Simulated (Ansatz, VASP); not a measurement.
## SiC in VASP and in Ansatz

INCAR

```
SYSTEM = SiC
PREC = Accurate
ENCUT = 520
EDIFF = 1E-7
ISMEAR = 0
SIGMA = 0.05
LREAL = .FALSE.
LASPH = .TRUE.
NELM = 60
ALGO = Normal
ISIF = 2
LWAVE = .FALSE.
LCHARG = .FALSE.
GGA = PE
NBANDS = 11
```

The input KPOINTS:

```
regular mesh
0
G
  12 12 12
  0 0 0
```

Contents of POSCAR:

```
SiC
1.0
    0.0000000000      2.2392200000      2.2066100000
    2.2392200000      0.0000000000      2.2066100000
    2.2392200000      2.2392200000      0.0000000000
Si C
1 1
Direct
    0.0000000000      0.0000000000      0.0000000000
    0.7500000000      0.7500000000      0.7500000000
```

Input for Ansatz:

```yaml
crystal:
  lattice:
    - [0.0, 2.23922, 2.20661]
    - [2.23922, 0.0, 2.20661]
    - [2.23922, 2.23922, 0.0]
  atoms:
    - { symbol: Si, position: [0.0, 0.0, 0.0] }
    - { symbol: C, position: [0.75, 0.75, 0.75] }
basis:
  ecutwfc: 420
kpoints:
  mp_grid: { grid: [12, 12, 12] }
hamiltonian:
  xc: pbe
scf:
  occupations: { method: gaussian, width: 0.05 }
output:
  forces: true
  stress: true
  eigenvalues: true
```

Change from the starting cell: strain +0.030 along x and y, +0.015 along z, atoms carried along.

Alike in both runs: task single point; functional PBE; k mesh 12 × 12 × 12; occupations gaussian, width 0.05 eV; no spin polarisation.

|  | VASP | Ansatz |
| --- | --- | --- |
| version | VASP 6.6.1 | Ansatz 0.2.0 |
| potentials or method | VASP PAW PBE potentials, release 64 (Si, C) | scalar-relativistic, plane waves, PAW |
| plane-wave cutoff (eV) | 520 | 420 |
| valence electrons in the cell | 8 | 8 |

|  | VASP | Ansatz | Ansatz less VASP |
| --- | --- | --- | --- |
| gap on the k mesh at the Fermi level (eV) | 1.27 | 1.27 | +0.001 |
| least direct gap on the mesh (eV) | 4.45 | 4.45 | +0.002 |
| pressure (GPa) | -10.1 | -10.0 | +0.03 |
| largest component of the traceless stress (GPa) | 2.41 | 2.40 | -0.005 |

A k mesh can miss the band edges.
